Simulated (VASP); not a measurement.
Here is a VASP 6.6.1 calculation.

The input INCAR:

```
SYSTEM = GaN
PREC = Accurate
ENCUT = 800
EDIFF = 1E-8
ISMEAR = 0
SIGMA = 0.01
LREAL = .False.
LASPH = .True.
NELM = 100
ALGO = Normal
ISIF = 2
LWAVE = .False.
LCHARG = .False.
GGA = PE
LEPSILON = .True.
```

KPOINTS

```
regular mesh
0
Gamma
  13 13 13
  0 0 0
```

POSCAR

```
GaN
1.0
    0.0000000000      2.1352350000      2.1352350000
    2.1352350000      0.0000000000      2.1352350000
    2.1352350000      2.1352350000      0.0000000000
Ga N
1 1
Direct
    0.0000000000      0.0000000000      0.0000000000
    0.5000000000      0.5000000000      0.5000000000
```

Potentials or basis: VASP PAW PBE potentials, release 64 (Ga_d, N).

Command:

```console
$ cat potpaw_PBE.64/Ga_d/POTCAR potpaw_PBE.64/N/POTCAR > POTCAR
$ mpirun -np 1 vasp_std > vasp.out
```

(1) Predict the electronic dielectric tensor (diagonal).

(2) Predict the Born charges (mean of the diagonal).

(3) What does it give for the band gap on the k mesh?

Answers

(1) 8.48.

(2) Ga +3.62; N -3.62 e.

(3) 0.52 eV, indirect (least direct gap 2.37 eV).

Caveat: the gap is small at this level, which inflates the dielectric constant; an odd mesh through Γ misses points on the zone boundary, where band edges often lie.
